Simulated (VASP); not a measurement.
**MgSi under changes of volume**

One of the cells (16.926 Å³/atom); the others are scaled copies at fixed shape and fractional positions:

```
CELL_PARAMETERS angstrom
2.90589 0.00000 0.00000
0.00000 2.90589 0.00000
0.00000 0.00000 4.00897
ATOMIC_POSITIONS crystal
Si 0.50000 0.50000 0.50000
Mg 0.00000 0.00000 0.00000
```

The cell comes from a database or a generator and needn't be the stable form of this composition.

| Item | Value |
| --- | --- |
| Program | VASP 6.6.1 |
| Functional | PBEsol |
| Potentials or basis | VASP PAW PBE potentials, release 64 (Si, Mg) |
| Cutoff | 520 eV |
| k mesh | 8 × 8 × 6 |
| Occupations | fermi-dirac, width 0.05 eV |
| Spin | no spin polarisation |

| volume (Å³/atom) | energy over the lowest point (meV/atom) | pressure (GPa) |
| --- | --- | --- |
| 16.249 | 6.03 | 3.0 |
| 16.588 | ? | ? |
| 16.926 | 0.00 | 0.0 |
| 17.265 | 1.50 | -1.3 |
| 17.603 | 5.60 | -2.5 |

Question: What does the run at 16.588 Å³/atom give?

Answer: Energy over the lowest point 1.40 meV/atom; pressure 1.4 GPa.

Worked out: A Birch-Murnaghan fit of order 2 (a polynomial in V^(-2/3)) to the other rows has its minimum at 16.92 Å³/atom with B0 = V·E''(V) = 69 GPa at fixed shape and positions, which overstates the stiffness. It gives 1.41 meV/atom at 16.588 Å³/atom, against the run's 1.40, and -dE/dV = 1.4 GPa, against 1.4.

Energies are extrapolated to zero smearing.

Caveats: the PAW data sets were made with another functional, which shifts forces and pressure a little.
